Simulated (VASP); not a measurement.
# BaF2 (Frankdicksonite) (Fm-3m) in VASP: a series of runs, part 2 of 3

VASP 6.6.1. The steps go on from the part before.

**3. Band structure, LDA**

File INCAR:

```
  PREC = Accurate
  ENCUT = 520
  EDIFF = 1E-7
  ISMEAR = 0
  SIGMA = 0.03
  LREAL = F
  LASPH = T
  NELM = 80
  ALGO = Normal
  ISIF = 2
  LWAVE = F
  LCHARG = F
  GGA = CA
  KPAR = 2
```

File KPOINTS:

```
Automatic mesh
0
Gamma
  8 8 8
```

File POSCAR:

```
BaF2                                    
1.0
    0.0000000000      3.0882183966      3.0882183966
    3.0882183966     -0.0000000000      3.0882183966
    3.0882183966      3.0882183966      0.0000000000
  Ba              F             
     1     2
Direct
     0.0000000000000000    0.0000000000000000    1.0000000000000000
     0.2500000000000000    0.2500000000000000    0.2500000000000000
     0.7500000000000000    0.7500000000000000    0.7500000000000000
```

KPOINTS_OPT is that of step 2.

Potentials or basis: VASP PAW LDA potentials, release 64 (Ba_sv, F).

Run with:

```sh
$ cat potpaw_LDA.64/Ba_sv/POTCAR potpaw_LDA.64/F/POTCAR > POTCAR
$ mpirun -np 2 vasp_std > vasp.out
```

OUTCAR:

```text
PREC = Accurate
   ENCUT = 520
   EDIFF = 1E-7
   ISMEAR = 0
   LREAL = F
   LASPH = T
   NELM = 80
   ISIF = 2
   GGA = CA

 ion  position               nearest neighbor table
   1  0.000  0.000  0.000-   3 2.67   3 2.67   3 2.67   2 2.67   2 2.67   2 2.67   3 2.67   2 2.67

   2  0.250  0.250  0.250-   1 2.67   1 2.67   1 2.67   1 2.67
   3  0.750  0.750  0.750-   1 2.67   1 2.67   1 2.67   1 2.67

  LATTYP: Found a face centered cubic cell.
 ALAT       =     6.1764367932

  Lattice vectors:

 A1 = (   0.0000000000,   3.0882183966,   3.0882183966)
 A2 = (   3.0882183966,   0.0000000000,   3.0882183966)
 A3 = (   3.0882183966,   3.0882183966,   0.0000000000)

Analysis of symmetry for initial positions (statically):
=====================================================================
 Subroutine PRICEL returns:
 Original cell was already a primitive cell.

 Routine SETGRP: Setting up the symmetry group for a
 face centered cubic supercell.

 Subroutine GETGRP returns: Found 48 space group operations
 (whereof 48 operations were pure point group operations)
 out of a pool of 48 trial point group operations.

The static configuration has the point symmetry O_h .

Analysis of symmetry for dynamics (positions and initial velocities):
=====================================================================
 Subroutine PRICEL returns:
 Original cell was already a primitive cell.

 Routine SETGRP: Setting up the symmetry group for a
 face centered cubic supercell.

 Subroutine GETGRP returns: Found 48 space group operations
 (whereof 48 operations were pure point group operations)
 out of a pool of 48 trial point group operations.

The dynamic configuration has the point symmetry O_h .

 Subroutine INISYM returns: Found 48 space group operations
 (whereof 48 operations are pure point group operations),
 and found     1 'primitive' translations

[... 108 lines left out ...]
   NUPDOWN=      -1.0000    fix difference up-down
   EMIN   =  10.00;   EMAX   =-10.00  energy-range for DOS
   EFERMI =   0.00;   METHOD = LEGACY
   ISMEAR =     0;   SIGMA  =   0.03  broadening in eV -4-tet -1-fermi 0-gaus
   EFERMI_NEDOS =   21; number of points for ismear=-14 and -15
   IALGO  =     38    algorithm
   IMIX   =      4    mixing-type and parameters
     AMIX     =   0.40;   BMIX     =  1.00
     AMIX_MAG =   1.60;   BMIX_MAG =  1.00
  volume/ion in A,a.u.               =      19.64       132.50
  Fermi-wavevector in a.u.,A,eV,Ry     =   1.213651  2.293468 20.040693  1.472949
  Thomas-Fermi vector in A             =   2.349096
   LORBIT       =      0    0 simple, 1 ext, 2 COOP (PROOUT), +10 PAW based schemes
   GGA     = CA    functional components
   LHFCALC =     F    Hartree Fock is set to
   AEXX    =    0.0000 exact exchange contribution
   IVDW    =     0    specifies the selected vdW correction
   LEPSILON=     F    determine dielectric tensor
   LRPA    =     F    only Hartree local field effects (RPA)
 non-spin polarized calculation
 Gauss-broadening in eV      SIGMA  =   0.03
  energy-cutoff  :      520.00
  volume of cell :       58.91
 maximum number of plane-waves:      1604
   NGX = 17   NGY = 17   NGZ = 17

 number of electron      23.9999974 magnetization

 Free energy of the ion-electron system (eV)
  ---------------------------------------------------
  ext. energy  EPLUGINS =         0.00000000
  ---------------------------------------------------
  free energy    TOTEN  =       -18.60762399 eV

  energy without entropy =      -18.60762399  energy(sigma->0) =      -18.60762399

 E-fermi :  -2.1970     XC(G=0):  -9.3869

 val. band max:       -2.4134221187   @ k =  -0.2500   0.2500   0.0000
 cond. band min:       4.0190799201   @ k =   0.0000   0.0000   0.0000
 fundamental gap:      6.4325020388
 Fermi energy:        -2.1970027095

 k-point     1 :       0.0000    0.0000    0.0000
  band No.  band energies     occupation
      1     -25.3065      2.00000
      2     -20.9326      2.00000
      3     -20.8858      2.00000
      4     -10.1579      2.00000
      5     -10.1579      2.00000
      6     -10.1579      2.00000
[... 433 lines left out ...]
      3     -21.1011      2.00000
      4     -10.4814      2.00000
      5     -10.3100      2.00000
      6     -10.3093      2.00000
[... 8 lines left out ...]
     15       7.0404      0.00000
     16       7.7839      0.00000

 [... further k-points ...]
[... 5 lines left out ...]
  --------------------------------------------------------------------------------------
  -------------------------------------------------------------------------------------
  Total       -1.0010789     -1.0010789     -1.0010789      0.0000000      0.0000000      0.0000000
  in kB      -27.2285730    -27.2285730    -27.2285730      0.0000000      0.0000000      0.0000000
  external PRESSURE =     -27.2285730 kB  Pullay stress =       0.0000000 kB

 VOLUME and BASIS-vectors are now :
 -----------------------------------------------------------------------------
  energy-cutoff  :      520.00
  volume of cell :       58.91
      direct lattice vectors                 reciprocal lattice vectors
     0.000000000  3.088218397  3.088218397    -0.161905648  0.161905648  0.161905648
     3.088218397  0.000000000  3.088218397     0.161905648 -0.161905648  0.161905648
     3.088218397  3.088218397  0.000000000     0.161905648  0.161905648 -0.161905648

 POSITION                                       TOTAL-FORCE (eV/Angst)
 -----------------------------------------------------------------------------------
      0.00000      0.00000      0.00000        -0.000000      0.000000     -0.000000
      1.54411      1.54411      1.54411        -0.000000     -0.000000     -0.000000
      4.63233      4.63233      4.63233         0.000000      0.000000      0.000000
 -----------------------------------------------------------------------------------
    total drift:                               -0.000000     -0.000000      0.000000

  FREE ENERGIE OF THE ION-ELECTRON SYSTEM (eV)
  ---------------------------------------------------
  free  energy   TOTEN  =       -18.6076239947 eV

  energy  without entropy=      -18.6076239947  energy(sigma->0) =      -18.60762399
```

OSZICAR:

```text
N       E                     dE             d eps       ncg     rms          rms(c)
DAV:   1     0.153046758487E+03    0.15305E+03   -0.13335E+04   928   0.140E+03
DAV:   2    -0.140957330630E+02   -0.16714E+03   -0.16274E+03  1224   0.295E+02
DAV:   3    -0.202069821487E+02   -0.61112E+01   -0.61042E+01  1216   0.632E+01
DAV:   4    -0.203323093305E+02   -0.12533E+00   -0.12531E+00  1288   0.736E+00
DAV:   5    -0.203374968987E+02   -0.51876E-02   -0.51876E-02  1240   0.978E-01    0.833E+00
DAV:   6    -0.186903135556E+02    0.16472E+01   -0.92648E+00   928   0.239E+01    0.447E+00
DAV:   7    -0.186371753555E+02    0.53138E-01   -0.34241E-01  1184   0.528E+00    0.221E+00
DAV:   8    -0.186054432434E+02    0.31732E-01   -0.47973E-02  1112   0.247E+00    0.276E-01
DAV:   9    -0.186069369250E+02   -0.14937E-02   -0.10524E-02  1216   0.630E-01    0.133E-01
DAV:  10    -0.186076551688E+02   -0.71824E-03   -0.20954E-03   928   0.331E-01    0.419E-02
[... 68 further cycles ...]
DAV:   7    -0.674301982369E+04   -0.83072E-05     1288
DAV:   8    -0.674301982371E+04   -0.27050E-07      920
       N       E                     dE             ncg
DAV:   1     0.620605640677E+04   -0.17346E+05      640
DAV:   2     0.296506932288E+04   -0.32410E+04      888
DAV:   3     0.283620205188E+04   -0.12887E+03      848
DAV:   4     0.283394522302E+04   -0.22568E+01      936
DAV:   5     0.283391189312E+04   -0.33330E-01      824
DAV:   6     0.283391155481E+04   -0.33831E-03      968
DAV:   7     0.283391155265E+04   -0.21632E-05      864
DAV:   8     0.283391155264E+04   -0.12297E-07      704
```

stdout:

```text
POSCAR found type information on POSCAR BaF
 POSCAR found :  2 types and       3 ions
 scaLAPACK will be used
 LDA part: xc-table for (Slater(with rela. corr.)+CA(PZ))
 , standard interpolation
 POSCAR, INCAR and KPOINTS ok, starting setup
 FFT: planning ... GRIDC
 FFT: planning ... GRID_SOFT
 FFT: planning ... GRID
 WAVECAR not read
 entering main loop
 Start KPOINTS_OPT (optional k-point list driver)
k-point batch [1-29\252]
k-point batch [30-58\252]
k-point batch [59-87\252]
k-point batch [88-116\252]
k-point batch [117-145\252]
k-point batch [146-174\252]
k-point batch [175-203\252]
k-point batch [204-232\252]
k-point batch [233-252\252]
```

It took 85 s on 2 MPI ranks of AMD EPYC 7R13 (Zen 3), shared host; peak memory 0.16 GiB.

What came out:

| Quantity | Value |
| --- | --- |
| Free energy | -18.6076 eV |
| Pressure | -2.7 GPa |
| Band gap on the k mesh | 6.43 eV, indirect (least direct gap 6.53 eV) |
| Band gap along the path | 6.43 eV, indirect (least direct gap 6.53 eV) |

Levels at the corners of the path, in eV from the valence-band top:
| point | band 8 | band 9 | band 10 | band 11 | band 12 | band 13 | band 14 | band 15 | band 16 |
| --- | --- | --- | --- | --- | --- | --- | --- | --- | --- |
| Γ | -1.59 | -1.59 | -0.10 | -0.10 | -0.10 | 6.43 | 9.11 | 9.11 | 11.40 |
| X | -0.39 | -0.39 | -0.33 | -0.33 | -0.15 | 7.01 | 8.93 | 10.71 | 12.02 |
| X | -0.39 | -0.39 | -0.33 | -0.33 | -0.15 | 7.01 | 8.93 | 10.71 | 12.02 |
| W | -0.64 | -0.37 | -0.37 | -0.34 | -0.21 | 7.31 | 9.74 | 9.82 | 9.82 |
| W | -0.64 | -0.37 | -0.37 | -0.34 | -0.21 | 7.31 | 9.74 | 9.82 | 9.82 |
| K | -0.58 | -0.56 | -0.35 | -0.22 | -0.19 | 7.30 | 9.30 | 9.89 | 10.62 |
| K | -0.58 | -0.56 | -0.35 | -0.22 | -0.19 | 7.30 | 9.30 | 9.89 | 10.62 |
| Γ | -1.59 | -1.59 | -0.10 | -0.10 | -0.10 | 6.43 | 9.11 | 9.11 | 11.40 |
| Γ | -1.59 | -1.59 | -0.10 | -0.10 | -0.10 | 6.43 | 9.11 | 9.11 | 11.40 |
| L | -1.17 | -0.72 | -0.37 | -0.18 | -0.18 | 9.00 | 9.09 | 9.09 | 9.41 |
| L | -1.17 | -0.72 | -0.37 | -0.18 | -0.18 | 9.00 | 9.09 | 9.09 | 9.41 |
| U | -0.58 | -0.56 | -0.35 | -0.22 | -0.19 | 7.30 | 9.30 | 9.89 | 10.62 |
| U | -0.58 | -0.56 | -0.35 | -0.22 | -0.19 | 7.30 | 9.30 | 9.89 | 10.62 |
| W | -0.64 | -0.37 | -0.37 | -0.34 | -0.21 | 7.31 | 9.74 | 9.82 | 9.82 |
| W | -0.64 | -0.37 | -0.37 | -0.34 | -0.21 | 7.31 | 9.74 | 9.82 | 9.82 |
| L | -1.17 | -0.72 | -0.37 | -0.18 | -0.18 | 9.00 | 9.09 | 9.09 | 9.41 |
| L | -1.17 | -0.72 | -0.37 | -0.18 | -0.18 | 9.00 | 9.09 | 9.09 | 9.41 |
| K | -0.58 | -0.56 | -0.35 | -0.22 | -0.19 | 7.30 | 9.30 | 9.89 | 10.62 |
| U | -0.58 | -0.56 | -0.35 | -0.22 | -0.19 | 7.30 | 9.30 | 9.89 | 10.62 |
| X | -0.39 | -0.39 | -0.33 | -0.33 | -0.15 | 7.01 | 8.93 | 10.71 | 12.02 |

Caveat: spin-orbit coupling is left out, which moves the levels of the heavy elements. As with any semilocal functional, this LDA gap is likely too small.

**4. Band structure, PBE, spin-orbit coupling, no magnetisation**

INCAR: that of step 3 with these lines changed.

```diff
@@ -12,3 +12,7 @@
   LCHARG = F
-  GGA = CA
+  MAGMOM = 0 0 0 0 0 0 0 0 0
+  LORBIT = 11
+  LSORBIT = T
+  GGA_COMPAT = F
+  GGA = PE
   KPAR = 2
```

File KPOINTS:

```
Automatic mesh
0
Gamma
  6 6 6
```

POSCAR is that of step 3.

KPOINTS_OPT is that of step 3.

Potentials or basis: VASP PAW PBE potentials, release 64 (Ba_sv, F).

Run with:

```sh
$ cat potpaw_PBE.64/Ba_sv/POTCAR potpaw_PBE.64/F/POTCAR > POTCAR
$ mpirun -np 2 vasp_ncl > vasp.out
```

OUTCAR:

```text
PREC = Accurate
   ENCUT = 520
   EDIFF = 1E-7
   ISMEAR = 0
   LREAL = F
   LASPH = T
   NELM = 80
   ISIF = 2
   LORBIT = 11
   LSORBIT = T
   GGA = PE

 ion  position               nearest neighbor table
   1  0.000  0.000  0.000-   3 2.67   3 2.67   3 2.67   2 2.67   2 2.67   2 2.67   3 2.67   2 2.67

   2  0.250  0.250  0.250-   1 2.67   1 2.67   1 2.67   1 2.67
   3  0.750  0.750  0.750-   1 2.67   1 2.67   1 2.67   1 2.67

  LATTYP: Found a face centered cubic cell.
 ALAT       =     6.1764367932

  Lattice vectors:

 A1 = (   0.0000000000,   3.0882183966,   3.0882183966)
 A2 = (   3.0882183966,   0.0000000000,   3.0882183966)
 A3 = (   3.0882183966,   3.0882183966,   0.0000000000)

Analysis of symmetry for initial positions (statically):
=====================================================================
 Subroutine PRICEL returns:
 Original cell was already a primitive cell.

 Routine SETGRP: Setting up the symmetry group for a
 face centered cubic supercell.

 Subroutine GETGRP returns: Found 48 space group operations
 (whereof 48 operations were pure point group operations)
 out of a pool of 48 trial point group operations.

The static configuration has the point symmetry O_h .

Analysis of symmetry for dynamics (positions and initial velocities):
=====================================================================
 Subroutine PRICEL returns:
 Original cell was already a primitive cell.

 Routine SETGRP: Setting up the symmetry group for a
 face centered cubic supercell.

 Subroutine GETGRP returns: Found 48 space group operations
 (whereof 48 operations were pure point group operations)
 out of a pool of 48 trial point group operations.

The dynamic configuration has the point symmetry O_h .

Analysis of structural, dynamic, and magnetic symmetry:
[... 741 lines left out ...]

 POSITION                                       TOTAL-FORCE (eV/Angst)
 -----------------------------------------------------------------------------------
      0.00000      0.00000      0.00000        -0.000000      0.000000     -0.000000
      1.54411      1.54411      1.54411        -0.000000     -0.000000     -0.000000
      4.63233      4.63233      4.63233         0.000000      0.000000      0.000000
 -----------------------------------------------------------------------------------
    total drift:                               -0.000000     -0.000000     -0.000000

  FREE ENERGIE OF THE ION-ELECTRON SYSTEM (eV)
  ---------------------------------------------------
  free  energy   TOTEN  =       -17.2872496298 eV

  energy  without entropy=      -17.2872496298  energy(sigma->0) =      -17.28724963

 Spin-Orbit-Coupling matrix elements

 Ion:    1  E_soc:     -0.3816558
 l=   1
     0.0000000    -0.0635052    -0.0635052
    -0.0635052     0.0000000    -0.0635052
    -0.0635052    -0.0635052     0.0000000
 l=   2
     0.0000000    -0.0000305     0.0000000    -0.0000305    -0.0000736
    -0.0000305     0.0000000    -0.0000552    -0.0000305    -0.0000184
     0.0000000    -0.0000552     0.0000000    -0.0000552     0.0000000
    -0.0000305    -0.0000305    -0.0000552     0.0000000    -0.0000184
    -0.0000736    -0.0000184     0.0000000    -0.0000184     0.0000000
 l=   3
     0.0000000     0.0000000     0.0000000     0.0000000     0.0000000     0.0000000     0.0000000
     0.0000000     0.0000000     0.0000000     0.0000000     0.0000000     0.0000000     0.0000000
     0.0000000     0.0000000     0.0000000     0.0000000     0.0000000     0.0000000     0.0000000
     0.0000000     0.0000000     0.0000000     0.0000000     0.0000000     0.0000000     0.0000000
[... 29 lines left out ...]
 l=   2
     0.0000000     0.0000000     0.0000000     0.0000000     0.0000000
     0.0000000     0.0000000     0.0000000     0.0000000     0.0000000
     0.0000000     0.0000000     0.0000000     0.0000000     0.0000000
     0.0000000     0.0000000     0.0000000     0.0000000     0.0000000
     0.0000000     0.0000000     0.0000000     0.0000000     0.0000000
 l=   3
     0.0000000     0.0000000     0.0000000     0.0000000     0.0000000     0.0000000     0.0000000
     0.0000000     0.0000000     0.0000000     0.0000000     0.0000000     0.0000000     0.0000000
     0.0000000     0.0000000     0.0000000     0.0000000     0.0000000     0.0000000     0.0000000
     0.0000000     0.0000000     0.0000000     0.0000000     0.0000000     0.0000000     0.0000000
     0.0000000     0.0000000     0.0000000     0.0000000     0.0000000     0.0000000     0.0000000
     0.0000000     0.0000000     0.0000000     0.0000000     0.0000000     0.0000000     0.0000000
     0.0000000     0.0000000     0.0000000     0.0000000     0.0000000     0.0000000     0.0000000

 total charge

# of ion       s       p       d       tot
------------------------------------------
    1        2.000   5.651   0.237   7.888
    2        1.735   4.364   0.000   6.099
    3        1.735   4.364   0.000   6.099
--------------------------------------------------
tot          5.470  14.378   0.237  20.085

 magnetization (x)

# of ion       s       p       d       tot
------------------------------------------
    1        0.000  -0.000   0.000  -0.000
    2       -0.000   0.000   0.000   0.000
    3       -0.000   0.000   0.000   0.000
--------------------------------------------------
tot         -0.000   0.000   0.000   0.000

 magnetization (y)

# of ion       s       p       d       tot
------------------------------------------
    1        0.000   0.000   0.000   0.000
    2        0.000   0.000   0.000   0.000
    3        0.000   0.000   0.000   0.000
--------------------------------------------------
tot          0.000   0.000   0.000   0.000

 magnetization (z)

# of ion       s       p       d       tot
------------------------------------------
    1        0.000   0.000   0.000   0.000
    2        0.000   0.000   0.000   0.000
    3        0.000   0.000   0.000   0.000
--------------------------------------------------
tot          0.000   0.000   0.000   0.000
```

Wall time 6.6 min (2 MPI ranks of AMD EPYC 7R13 (Zen 3), shared host); peak memory 0.31 GiB.

Results:

```yaml
Free_energy: -17.2872 eV
Pressure: 3.1 GPa
Valence_electrons_inside_the_program's_atomic_spheres: Ba 7.89; F 6.10
```

(Part 2 of 3 ends here.)
